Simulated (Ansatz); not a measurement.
Runs of Ansatz 0.2.0 on MoS2. Symmetry: P-3m1, No. 164, trigonal system. The conventional cell has a = 3.227 Å, b = 3.227 Å, c = 6.312 Å, α = 90.00°, β = 90.00°, γ = 120.00°. Around Mo (site symmetry -3m) lie 6 S at 2.42 Å. S (site symmetry 3m) is surrounded by 3 Mo at 2.42 Å. Measurements of this composition are mostly on another form, of space group No. 194.

| level | gap on the mesh (eV) | pressure (GPa) | relaxed volume (Å³/atom) |
| --- | --- | --- | --- |
| PBE | none | 0.0 | (a) |
| PBE+D3(BJ)-ATM | none | 0.0 | 17.14 |
| PBE+D4 | none | 0.0 | 17.06 |
| PBE+D3(BJ) | none | 0.0 | 16.89 |

Alike in all rows: task relaxation of cell and atoms; potentials or basis Ansatz PAW; no spin polarisation; cell relaxed; k mesh 9 × 9 × 4; cutoff (eV) 420; smearing fermi-dirac 0.05 eV.

Task: Fill in the values left out.

Result: (a) 20.44.

Caveats: the plane-wave basis is chosen anew once the cell has moved, so the energies of steps on either side of that aren't comparable; this functional lacks dispersion, which binds the layers, so the pressure and a relaxed spacing across them are unreliable (some runs).

A k mesh can miss the band edges, and the runs leave out spin-orbit coupling on Mo.

A gap of «none» marks a metal or a gap under the smearing width.
